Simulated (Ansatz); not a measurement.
## Structures of TiAl2: which is lowest?

Plane-wave DFT in Ansatz with scalar-relativistic PAW potentials, cutoff 500 eV, Γ-centred meshes chosen by cell and gap, Gaussian smearing with energies taken to zero width. Every cell was relaxed (cell and atoms) in a run of its own, within the symmetry of its start. Functional: r2SCAN.

Relaxed structures (starts from databases or built by putting these elements on another compound's sites):
A. Cmmm, 6 atoms in the computed cell, a = 3.913 Å, b = 12.069 Å, c = 3.993 Å; sites (symmetry × multiplicity) Ti m2m × 4, Al m2m × 4 + mmm × 2 + mmm × 2; start: database
B. I4_1/amd, 12 atoms in the computed cell, a = 3.950 Å, c = 24.153 Å; sites (symmetry × multiplicity) Ti 2mm. × 8, Al 2mm. × 8 + 2mm. × 8; start: database

Question: Rank them by energy. Could pressure change the order?

Answer:
```csv
structure,group,E − E(lowest) (meV/atom),V (Å³/atom),gap on mesh (eV)
B,I4_1/amd,0.0,15.70,0.00
A,Cmmm,3.6,15.72,0.00
```

B and A are level within the 5 meV/atom that separate runs leave open. The two lowest differ in volume by under 3 %, too little for a first-order estimate of what pressure does to that pair (other pairs aren't weighed here). Other structures may lie lower than all of these, and vibrations aren't counted.